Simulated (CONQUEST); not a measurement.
# Si2Mo (I4/mmm) in CONQUEST: equation of state

How stiff is Si2Mo in PBEsol, and what volume does it want? The cell is scaled to several volumes.

Program: CONQUEST 1.3. These are calculated values, not measurements. Logs are shortened: lines on timing, memory, paths and dates and some standing lists are left out, and cuts for length are marked.

## 1. The structure

It takes space group I4/mmm (No. 139, tetragonal). Conventional cell: a = 3.200 Å, b = 3.200 Å, c = 7.861 Å, α = 90.00°, β = 90.00°, γ = 90.00°. Mo (site symmetry 4/mmm) has 10 Si at 2.62 Å as nearest neighbours. Si (site symmetry 4mm) has 5 Si at 2.61 to 2.63 Å and 5 Mo at 2.62 Å as nearest neighbours.

## 2. Equation of state, PBEsol, 12.61 Å³/atom (volume scaled by 0.94)

Conquest_input

```
IO.Title Si2Mo
IO.Coordinates coords.dat
IO.FractionalAtomicCoords T
IO.Iprint 2
IO.Iprint_init 1
General.NumberOfSpecies 2
General.PseudopotentialType hamann
AtomMove.TypeOfRun static
AtomMove.FullStress T
Grid.PointsAlongX 32
Grid.PointsAlongY 32
Grid.PointsAlongZ 80
DM.SolutionMethod diagon
Diag.MPMesh T
Diag.GammaCentred T
Diag.MPMeshX 8
Diag.MPMeshY 8
Diag.MPMeshZ 4
Diag.kT 0.00183747
minE.SCTolerance 1e-6
SC.MaxIters 100
IO.AtomChargeOutput T
%block ChemicalSpeciesLabel
1 95.940 Mo
2 28.090 Si
%endblock
```

coords.dat

```
    5.9236782751     0.0000000000     0.0000000000
    0.0000000000     5.9236782751     0.0000000000
    0.0000000000     0.0000000000    14.5518859126
6
  0.0000000000   0.0000000000   0.0000000000 1 T T T
  0.5000000000   0.5000000000   0.5000000000 1 T T T
  0.0000000000   0.0000000000   0.6670000000 2 T T T
  0.5000000000   0.5000000000   0.1670000000 2 T T T
  0.0000000000   0.0000000000   0.3330000000 2 T T T
  0.5000000000   0.5000000000   0.8330000000 2 T T T
```

Potentials or basis: PseudoDojo NC PBEsol, DZP, grid of 32 × 32 × 80 points.

The run is started by

```sh
> OMP_NUM_THREADS=1 Conquest
```

Log:

```text
Simulation cell dimensions:     5.9237 a0 x     5.9237 a0 x    14.5519 a0

      Atomic coordinates (a0)
         Atom         X         Y         Z  Species
            1    0.0000    0.0000    0.0000        1
            2    2.9618    2.9618    7.2759        1
            3    0.0000    0.0000    9.7061        2
            4    2.9618    2.9618    2.4302        2
            5    0.0000    0.0000    4.8458        2
            6    2.9618    2.9618   12.1217        2

         Monkhorst-Pack mesh:   8 x   8 x   4 gamma-centred
        This calculation includes non-local pseudopotentials,
         with a maximum core radius of      7.91802317

    Job title: Si2Mo
    Job to be run: static calculation

[... 5 lines left out ...]
      Using Fermi-Dirac smearing

    Integration grid size:     32 x   32 x   80

    Integration grid spacing:  0.185 a0 x 0.185 a0 x 0.182 a0

    Number of species:  2
    --------------------------------------------------------
    |   #  mass (au)  Charge (e)  SF Rad (a0)  NSF  Label  |
    --------------------------------------------------------
    |   1     95.940      14.000        8.145   19  Mo     |
    |   2     28.090       4.000        7.405   13  Si     |
    --------------------------------------------------------
          SCF tolerance:                 0.00000100
          SCF iterations:               100

    LibXC version:  6. 2. 2
    Using the GGA functional Perdew, Burke & Ernzerhof SOL
    Using the GGA functional Perdew, Burke & Ernzerhof SOL

           radial cut-off to be used is taken to be max PAO cut-off radius for this species:    7.918023

           greatest ang. mom. for making density from PAOs:  2

           radial cut-off to be used is taken to be max PAO cut-off radius for this species:    7.035999

           greatest ang. mom. for making density from PAOs:  2
    Minimum blocs/proc is     1280. Maximum blocs/proc is     1280
    set_atom_dens: In set_atomic_density, electrons :      44.000000000000
 matrix_size & matrix_size_padH =           90          90

    Screened ion int: energy:    -121.075457752378 Ha

    new_SC_potl: Starting.  Tolerance:  0.10000E-05

    PulayMixSC: Starting Pulay mixing, A_up =  0.500 A_dn =  0.500
    PulayMixSC: Spin non-polarised calculation.
          Harris-Foulkes Energy            :      -157.611803481530984 Ha
          GroundState Energy (E-(1/2)TS)   :      -157.611886921312959 Ha
          Free Energy (E-TS)               :      -157.611970361094905 Ha
          DFT Total Energy                 :      -157.417080863728586 Ha
          Total number of electrons        :        43.999999999998487
    PulayMixSC: Pulay iteration     1 residual:              0.42682E-02
          Harris-Foulkes Energy            :      -157.601704851125874 Ha
          GroundState Energy (E-(1/2)TS)   :      -157.601778651261753 Ha
          Free Energy (E-TS)               :      -157.601852451397633 Ha
          DFT Total Energy                 :      -157.388077028029272 Ha
          Total number of electrons        :        44.000013585246727
    PulayMixSC: Pulay iteration     2 residual:              0.34711E-02
          Harris-Foulkes Energy            :      -157.555118358979200 Ha
          GroundState Energy (E-(1/2)TS)   :      -157.555170784313646 Ha
          Free Energy (E-TS)               :      -157.555223209648119 Ha
          DFT Total Energy                 :      -157.543127175864697 Ha
          Total number of electrons        :        44.000022548271289
    PulayMixSC: Pulay iteration     3 residual:              0.11555E-02
          Harris-Foulkes Energy            :      -157.551479210480409 Ha
          GroundState Energy (E-(1/2)TS)   :      -157.551535068569962 Ha
          Free Energy (E-TS)               :      -157.551590926659514 Ha
          DFT Total Energy                 :      -157.551003301787489 Ha
          Total number of electrons        :        44.000036268707575
    PulayMixSC: Pulay iteration     4 residual:              0.19159E-03
          Harris-Foulkes Energy            :      -157.551363084034477 Ha
          GroundState Energy (E-(1/2)TS)   :      -157.551418220295545 Ha
          Free Energy (E-TS)               :      -157.551473356556642 Ha
          DFT Total Energy                 :      -157.551360948205229 Ha
          Total number of electrons        :        44.000038626811424
    PulayMixSC: Pulay iteration     5 residual:              0.27111E-04
          Harris-Foulkes Energy            :      -157.551361340688771 Ha
          GroundState Energy (E-(1/2)TS)   :      -157.551416422142722 Ha
          Free Energy (E-TS)               :      -157.551471503596645 Ha
          DFT Total Energy                 :      -157.551361333590137 Ha
          Total number of electrons        :        44.000039344395184
    PulayMixSC: Pulay iteration     6 residual:              0.16395E-05
          Harris-Foulkes Energy            :      -157.551360853228630 Ha
          GroundState Energy (E-(1/2)TS)   :      -157.551415942575090 Ha
          Free Energy (E-TS)               :      -157.551471031921551 Ha
          DFT Total Energy                 :      -157.551360852750662 Ha
          Total number of electrons        :        44.000039082775174
    PulayMixSC: Pulay iteration     7 residual:              0.65501E-06
    PulayMixSC: Reached SCF tolerance of  0.65501E-06 after      7 iterations
      | Number of electrons      =        44.000039
      |* band energy as 2Tr[K.H] =       -39.316237216698468 Ha
      |  screened ion-ion energy =      -121.075457752378099 Ha
      |  Ha correction           =         1.516546901619573 Ha
      |  XC correction           =         1.323790140703814 Ha
      | GS Energy as E-(1/2)TS   =      -157.551415942575090 Ha
      | Free Energy as E-TS      =      -157.551471031921551 Ha
      |* Harris-Foulkes energy   =      -157.551360853228630 Ha
      |* DFT total energy        =      -157.551360852750662 Ha
      |  estimated accuracy      =        -0.000000000477968 Ha

    force: Forces on atoms (Ha/a0)
    force:  Atom   X              Y              Z
    force:     1   0.0000000000   0.0000000000   0.0000000000
    force:     2  -0.0000000000   0.0000000000  -0.0000000000
    force:     3  -0.0000000000  -0.0000000000  -0.0059059749
    force:     4   0.0000000000  -0.0000000000  -0.0059059749
    force:     5   0.0000000000   0.0000000000   0.0059059749
    force:     6  -0.0000000000  -0.0000000000   0.0059059749

    force: Maximum force :        0.00590597(Ha/a0) on atom         6 in z direction
    force: Force Residual:        0.00482221 Ha/a0
    force: Total stress:        -15.19282727     0.00000000     0.00000000 GPa
                             0.00000000   -15.19282727     0.00000000
                             0.00000000     0.00000000   -15.84825199
    force: Average pressure:     15.41130218 GPa

    force: Finished force
    get_E_and_F: Change in energy during last step of electronic optimisation:  0.48746E-06

    BIBLIOGRAPHY: Please consider citing the following references in the conquest.bib file

    CONQUEST:         Bowler2002pt, Miyazaki2004, Nakata2020
    Basis:            Bowler2019
    DM:               Bowler:2006xr
    Pseudopotentials: Hamann2013, Bowler2019
    XC references from LibXC:
```

It took 2.1 min on 1 thread of Intel Xeon Platinum 8488C (Sapphire Rapids), shared host; peak memory 1.1 GiB.

What came out:

- Free energy: -4287.1939 eV
- Pressure: 15.4 GPa
- Largest force: 0.304 eV/Å
- Band gap on the k mesh: none (metal or under the smearing width)
- Mulliken charges: Mo +1.02; Si -0.51 e

Caveat: Mulliken charges move with the basis; the basis of atomic orbitals isn't converged, which shifts pressures, moduli and gaps.

## 3. Equation of state, PBEsol, 12.88 Å³/atom (volume scaled by 0.96)

Conquest_input is that of step 2.

Edit coords.dat of step 2 so:

```diff
@@ -1,4 +1,4 @@
-    5.9236782751     0.0000000000     0.0000000000
-    0.0000000000     5.9236782751     0.0000000000
-    0.0000000000     0.0000000000    14.5518859126
+    5.9653956937     0.0000000000     0.0000000000
+    0.0000000000     5.9653956937     0.0000000000
+    0.0000000000     0.0000000000    14.6543673588
 6
```

Potentials or basis: PseudoDojo NC PBEsol, DZP, grid of 32 × 32 × 80 points.

The run is started by

```sh
> OMP_NUM_THREADS=1 Conquest
```

Run time: 2.1 min. Hardware: 1 thread of Intel Xeon Platinum 8488C (Sapphire Rapids), shared host; peak memory 1.1 GiB.

It converged, with:

| Property | Result |
| --- | --- |
| Free energy | -4287.3161 eV |
| Pressure | 9.2 GPa |
| Largest force | 0.312 eV/Å |
| Band gap on the k mesh | none (metal or under the smearing width) |
| Mulliken charges | Mo +0.93; Si -0.47 e |

Caveat: Mulliken charges move with the basis; the basis of atomic orbitals isn't converged, which shifts pressures, moduli and gaps.

## 4. Equation of state, PBEsol, 13.15 Å³/atom (volume scaled by 0.98)

Conquest_input is that of step 3.

Edit coords.dat of step 3 so:

```diff
@@ -1,4 +1,4 @@
-    5.9653956937     0.0000000000     0.0000000000
-    0.0000000000     5.9653956937     0.0000000000
-    0.0000000000     0.0000000000    14.6543673588
+    6.0065376538     0.0000000000     0.0000000000
+    0.0000000000     6.0065376538     0.0000000000
+    0.0000000000     0.0000000000    14.7554351550
 6
```

The run is started by

```sh
> OMP_NUM_THREADS=1 Conquest
```

Run time: 2 min. Hardware: 1 thread of Intel Xeon Platinum 8488C (Sapphire Rapids), shared host; peak memory 1.1 GiB.

Results (log left out):

| Quantity | Value |
| --- | --- |
| Free energy | -4287.3834 eV |
| Pressure | 4.5 GPa |
| Largest force | 0.349 eV/Å |
| Band gap on the k mesh | none (metal or under the smearing width) |
| Mulliken charges | Mo +0.84; Si -0.42 e |

Caveat: Mulliken charges move with the basis; the basis of atomic orbitals isn't converged, which shifts pressures, moduli and gaps.

## 5. Equation of state, PBEsol, 13.42 Å³/atom

Conquest_input is that of step 4.

Edit coords.dat of step 4 so:

```diff
@@ -1,4 +1,4 @@
-    6.0065376538     0.0000000000     0.0000000000
-    0.0000000000     6.0065376538     0.0000000000
-    0.0000000000     0.0000000000    14.7554351550
+    6.0471235988     0.0000000000     0.0000000000
+    0.0000000000     6.0471235988     0.0000000000
+    0.0000000000     0.0000000000    14.8551370657
 6
```

The run is started by

```sh
> OMP_NUM_THREADS=1 Conquest
```

Wall time 2 min (1 thread of Intel Xeon Platinum 8488C (Sapphire Rapids), shared host); peak memory 1.1 GiB.

Results (log left out):

- Free energy: -4287.4050 eV
- Pressure: 0.1 GPa
- Largest force: 0.386 eV/Å
- Band gap on the k mesh: none (metal or under the smearing width)
- Mulliken charges: Mo +0.75; Si -0.38 e

Caveat: Mulliken charges move with the basis; the basis of atomic orbitals isn't converged, which shifts pressures, moduli and gaps.

## 6. Equation of state, PBEsol, 13.68 Å³/atom (volume scaled by 1.02)

Conquest_input is that of step 5.

Edit coords.dat of step 5 so:

```diff
@@ -1,4 +1,4 @@
-    6.0471235988     0.0000000000     0.0000000000
-    0.0000000000     6.0471235988     0.0000000000
-    0.0000000000     0.0000000000    14.8551370657
+    6.0871719421     0.0000000000     0.0000000000
+    0.0000000000     6.0871719421     0.0000000000
+    0.0000000000     0.0000000000    14.9535183240
 6
```

Potentials or basis: PseudoDojo NC PBEsol, DZP, grid of 32 × 32 × 80 points.

The run is started by

```sh
> OMP_NUM_THREADS=1 Conquest
```

Run time: 1.9 min. Hardware: 1 thread of Intel Xeon Platinum 8488C (Sapphire Rapids), shared host; peak memory 1 GiB.

It converged, with:

| Quantity | Value |
| --- | --- |
| Free energy | -4287.3839 eV |
| Pressure | -4.2 GPa |
| Largest force | 0.393 eV/Å |
| Band gap on the k mesh | none (metal or under the smearing width) |
| Mulliken charges | Mo +0.66; Si -0.33 e |

Caveat: Mulliken charges move with the basis; the basis of atomic orbitals isn't converged, which shifts pressures, moduli and gaps.

## 7. Equation of state, PBEsol, 13.95 Å³/atom (volume scaled by 1.04)

Conquest_input is that of step 6.

Edit coords.dat of step 6 so:

```diff
@@ -1,4 +1,4 @@
-    6.0871719421     0.0000000000     0.0000000000
-    0.0000000000     6.0871719421     0.0000000000
-    0.0000000000     0.0000000000    14.9535183240
+    6.1267001401     0.0000000000     0.0000000000
+    0.0000000000     6.1267001401     0.0000000000
+    0.0000000000     0.0000000000    15.0506218131
 6
```

The run is started by

```sh
> OMP_NUM_THREADS=1 Conquest
```

It took 1.9 min on 1 thread of Intel Xeon Platinum 8488C (Sapphire Rapids), shared host; peak memory 1 GiB.

The run converged. Its results:

```
Free energy            : -4287.3235 eV
Pressure               : -8.0 GPa
Largest force          : 0.431 eV/Å
Band gap on the k mesh : none (metal or under the smearing width)
Mulliken charges       : Mo +0.57; Si -0.29 e
```

Caveat: Mulliken charges move with the basis; the basis of atomic orbitals isn't converged, which shifts pressures, moduli and gaps.

## 8. Equation of state, PBEsol, 14.22 Å³/atom (volume scaled by 1.06)

Conquest_input is that of step 7.

Edit coords.dat of step 7 so:

```diff
@@ -1,4 +1,4 @@
-    6.1267001401     0.0000000000     0.0000000000
-    0.0000000000     6.1267001401     0.0000000000
-    0.0000000000     0.0000000000    15.0506218131
+    6.1657247602     0.0000000000     0.0000000000
+    0.0000000000     6.1657247602     0.0000000000
+    0.0000000000     0.0000000000    15.1464882311
 6
```

The run is started by

```sh
> OMP_NUM_THREADS=1 Conquest
```

Wall time 2.2 min (1 thread of Intel Xeon Platinum 8488C (Sapphire Rapids), shared host); peak memory 1 GiB.

It converged, with:

| Quantity | Value |
| --- | --- |
| Free energy | -4287.2284 eV |
| Pressure | -11.0 GPa |
| Largest force | 0.446 eV/Å |
| Band gap on the k mesh | none (metal or under the smearing width) |
| Mulliken charges | Mo +0.49; Si -0.25 e |

Caveat: Mulliken charges move with the basis; the basis of atomic orbitals isn't converged, which shifts pressures, moduli and gaps.

## 9. Equation of state, PBEsol

Potentials or basis: PseudoDojo NC PBEsol, DZP, grid of 32 × 32 × 80 points.

No new run: the results of the series are fitted here.

Results:

| Property | Result |
| --- | --- |
| Equilibrium volume | 13.41 Å³/atom |
| Bulk modulus at fixed shape and positions | 213 GPa |
| Pressure derivative of the bulk modulus | 4.2 (rough: it moves with the points fitted) |

Energy against volume, from the lowest point:
| volume (Å³/atom) | energy (meV/atom) |
| --- | --- |
| 12.611 | 35.18 |
| 12.879 | 14.82 |
| 13.148 | 3.60 |
| 13.416 | 0.00 |
| 13.684 | 3.52 |
| 13.953 | 13.58 |
| 14.221 | 29.42 |

Caveat: the DZP basis gives volumes some 2 % larger than converged bases do, and moduli off by several per cent; the cell was scaled at fixed shape and fractional positions, which overstates the stiffness of a crystal with free parameters, most of all of layers and chains; the basis of atomic orbitals isn't converged, which shifts pressures, moduli and gaps.
